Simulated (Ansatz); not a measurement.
Consider the formal exchange of groups at the Si–B bond: `CB[Si]1(N)C=N1` + `CC(=O)O` → `N[SiH]1C=N1` + `CBOC(C)=O`.

Calculated with Ansatz (gas phase, PBE0-D4/def2-TZVP geometries, no zero-point term in ΔE). CBS: MP2 limit from def2 TZ/QZ plus the TZ coupled-cluster correction, frozen cores. Each species was taken in one conformer, which may not be the lowest.

```csv
level,ΔE (kcal/mol)
HF/def2-TZVPP,-35.4
MP2/def2-TZVPP,-30.1
```

(1) What does CCSD(T)/CBS give? (Estimate.)

Largest T1 diagnostic among the species: 0.018.

Results:

(1) The calculation gave: -29.0 kcal/mol. The listed levels differ from it by -6.4, -1.1 kcal/mol.

The D4 term adds +0.8 kcal/mol with B3LYP and +0.5 kcal/mol with PBE0; it sums over pairs of atoms, weighted by their polarisabilities, and B3LYP, whose exchange is more repulsive, gets the larger term. From PBE to PBE0 (25 % exact exchange), in def2-TZVPP and without D4, ΔE moves by −3.2 kcal/mol.

B3LYP here is the variant with VWN-RPA as its local correlation; programs differ in this.

CCSD(T)/CBS has its own doubt, a few kJ/mol and more with outer-core shells, so smaller differences from it don't rank the levels.
